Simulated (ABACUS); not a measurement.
Here is an ABACUS 3.10.1 calculation.

INPUT

```
INPUT_PARAMETERS
suffix              SiC
calculation         scf
basis_type          pw
pseudo_dir          ./
symmetry            1
dft_functional      pbe
ecutwfc             82
pseudo_rcut         10
nspin               1
nbands              8
ks_solver           dav
smearing_method     fd
smearing_sigma      0.00367493
scf_thr             1e-08
scf_nmax            100
mixing_type         broyden
mixing_beta         0.7
cal_force           1
cal_stress          1
kpar                4
```

File STRU:

```
ATOMIC_SPECIES
Si 28.0850 Si.upf
C 12.0110 C.upf

LATTICE_CONSTANT
1.8897261246

LATTICE_VECTORS
0.0000000000 2.1790000000 2.1790000000
2.1790000000 0.0000000000 2.1790000000
2.1790000000 2.1790000000 0.0000000000

ATOMIC_POSITIONS
Direct

Si
0.0
1
0.0000000000 0.0000000000 0.0000000000 1 1 1

C
0.0
1
0.7500000000 0.7500000000 0.7500000000 1 1 1
```

The input KPT:

```
K_POINTS
0
Gamma
10 10 10 0 0 0
```

Potentials or basis: PseudoDojo NC SR 0.4.1 PBE standard, plane waves.

The run is started by

```sh
$ OMP_NUM_THREADS=1 mpirun -np 4 abacus > log
```

Question: Estimate the pressure.

Answer: 3.2 GPa.

Question: What does it give for the band gap on the k mesh?

Answer: 1.36 eV, indirect (least direct gap 4.55 eV).

**What was measured.**

From “Insight into the structural, elastic and electronic properties of a new orthorhombic 6O-SiC polytype”, 2020, pmc:7200658, for a bulk crystal of SiC: band gap 2.4 eV (indirect).

Measured gap of SiC: 2.4 eV (indirect; quoted in “Insight into the structural, elastic and electronic properties of a new orthorhombic 6O-SiC polytype”, 2020, pmc:7200658). This calculation gives 1.36 eV (-1.04 eV). The value is that of PBE on a finite k mesh, which can miss the band edges, without temperature or zero-point motion. Semilocal functionals fall short of measured gaps as a rule.
